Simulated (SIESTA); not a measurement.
Crystal: CoO.

```
Co O
1.0
     1.50547    0.86918    2.43993
    -1.50547    0.86918    2.43993
     0.00000   -1.73837    2.43993
Co O
1 1
Cartesian
  0.0000 0.0000 0.0000
  0.0000 0.0000 3.6599
```

The cell is a database's computed one.

Base run:

| Property | Result |
| --- | --- |
| Program | SIESTA 5.4.2 |
| Functional | PBE |
| Potentials or basis | PseudoDojo 0.4 standard (PBE files) |
| Basis | DZP (energy shift 0.003 Ry; two zetas on semicore shells) |
| Grid cutoff | 800 Ry |
| Energy shift | 0.003 Ry |
| k mesh | 8 × 8 × 8 |
| Occupations | fermi-dirac, width 0.05 eV |
| Spin | collinear spin, ferromagnetic start |
| Starting moments | [2.0, 0.0] μB |

Its results: band gap on the k mesh none (metal or under the smearing width); pressure 1.2 GPa; net moment 2.96 μB per cell.

Question: The run is repeated on the same cell with these changes: spin from collinear spin, ferromagnetic start to collinear spin, zero start; moments at the start from [2.0, 0.0] to [0.0, 0.0]. What comes out?

Answer: Band gap on the k mesh none (metal or under the smearing width); pressure -17.2 GPa; net moment 0.00 μB per cell.

Caveats: short orbitals over semicore shells can move pressures by several GPa; the basis of atomic orbitals isn't converged, which shifts pressures, moduli and gaps; semilocal functionals often make such compounds metallic where correlation or magnetic order opens a gap, which also shifts bond lengths; a cell with one magnetic atom can't hold antiferromagnetic order, which such compounds often take (some runs).
